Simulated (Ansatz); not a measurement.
## Straining WS2

Theory: DFT r2SCAN, scalar-relativistic, plane waves, PAW in Ansatz. (500 eV cutoff, 12×12×1 k-mesh, Gaussian smearing of 0.02 eV, no spin polarisation)

Reference structure (relaxed):

```
W S
1.0
     3.18145    0.00000    0.00000
    -1.59073    2.75522    0.00000
     0.00000    0.00000   28.69620
W S
3 6
Direct
  0.66667 0.33333 0.50000
  0.33333 0.66667 0.72777
  0.33333 0.66667 0.27223
  0.66667 0.33333 0.78209
  0.66667 0.33333 0.32661
  0.33333 0.66667 0.55435
  0.66667 0.33333 0.67339
  0.66667 0.33333 0.21791
  0.33333 0.66667 0.44565
```

Deformation: biaxial strain in the a-b plane, with the length and tilt of c and the atoms relaxed, all within the symmetry that the strain leaves. Energies are extrapolated to zero smearing. Gaps are generalised Kohn–Sham gaps over the whole zone.

Spin-orbit coupling is left out, which matters for the bands and energies of heavy elements.

```tsv
strain (%)	ΔE (meV/atom)	a (Å)	b (Å)	c (Å)	gap (eV)
-3.0	33.3	3.086	3.086	29.179	1.76
-1.5	8.1	3.134	3.134	28.929	1.66
+0.0	0.0	3.181	3.181	28.696	1.48
+1.5	7.6	3.229	3.229	28.463	1.11
+3.0	29.7	3.277	3.277	28.219	0.79
```

Task: What stiffness (1/V) d²E/dε² at zero strain does a cubic fit over all points give?

Result: A cubic fit gives (1/V) d²E/dε² = 402 GPa at zero strain (twice the biaxial modulus).

Task: How does the free axis c answer a small strain?

Result: Between the innermost points its strain is -0.54 times the applied one.

Task: How fast does the gap move with strain on either side?

Result: -118 meV per percent on the compressed side and -245 meV per percent on the stretched side; it is indirect at -1.5 %, indirect at zero and indirect at +1.5 %.

This form isn't the usual stable structure of the compound.